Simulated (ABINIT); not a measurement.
Here is an ABINIT 10.8.3 (patched build) calculation.

run.abi

```
# Datasets: ground state, then fixed potential
ndtset 2

# Pseudopotentials
pp_dirpath "./"
pseudos "Hf.GGA_PBE-JTH.xml, C.GGA_PBE-JTH.xml"

# Structure
acell 6.2135074315 6.2135074315 6.2135074315
rprim
     0.0000000000     0.7071067812     0.7071067812
     0.7071067812     0.0000000000     0.7071067812
     0.7071067812     0.7071067812     0.0000000000
ntypat 2
znucl 72 6
natom 2
typat 1 2
xred
     0.5000000000     0.5000000000     0.5000000000
     0.0000000000     0.0000000000     0.0000000000

# Plane-wave basis
ecut 20.0
pawecutdg 40.0

# Exchange and correlation
ixc -106132

# Bands and occupations
occopt 3
tsmear 0.00183747

# Spin
nspinor 2
nspden 1
pawspnorb 1

# SCF cycle
nstep 100

# Output
iomode 3
prtwf 0
prteig 0
prtebands 0
prtden1 1

# Dataset 1
kptopt1 4
ngkpt1 10 10 10
nshiftk1 1
shiftk1 0.0 0.0 0.0
nband1 24
tolvrs1 1.0e-9

# Dataset 2: bands along G-X-W-K-G-L-U-W-L-K
iscf2 -2
getden2 1
nband2 32
nbdbuf2 2
tolwfr2 1.0e-12
kptopt2 -9
ndivsm2 8
prteig2 1
prtvol2 -3
kptbounds2
     0.0000000000     0.0000000000     0.0000000000
     0.5000000000     0.0000000000     0.5000000000
     0.5000000000     0.2500000000     0.7500000000
     0.3750000000     0.3750000000     0.7500000000
     0.0000000000     0.0000000000     0.0000000000
     0.5000000000     0.5000000000     0.5000000000
     0.6250000000     0.2500000000     0.6250000000
     0.5000000000     0.2500000000     0.7500000000
     0.5000000000     0.5000000000     0.5000000000
     0.3750000000     0.3750000000     0.7500000000
```

Potentials or basis: JTH PAW PBE v2.0.

Launch:

```console
$ abinit run.abi > log 2>&1
```

Question: Predict the pressure.

Answer: 0.4 GPa.

Question: Predict the band gap on the k mesh.

Answer: None (metal or under the smearing width).

Levels at the corners of the path, in eV from the Fermi level:
```tsv
point	band 14	band 15	band 16	band 17	band 18	band 19
Γ	1.02	1.02	1.02	1.20	1.20	1.20
X	-1.79	-0.25	-0.25	0.08	0.08	5.16
W	-2.95	-2.44	-2.44	3.56	3.56	3.64
K	-2.69	-1.66	-1.66	1.53	1.53	5.59
Γ	1.02	1.02	1.02	1.20	1.20	1.20
L	-3.09	-3.00	-3.00	5.14	5.14	5.15
U	-2.69	-1.66	-1.66	1.53	1.53	5.59
W	-2.95	-2.44	-2.44	3.56	3.56	3.64
L	-3.09	-3.00	-3.00	5.14	5.14	5.15
K	-2.69	-1.66	-1.66	1.53	1.53	5.59
```

Caveat: the PAW data sets were made with another functional, which shifts forces and pressure a little.
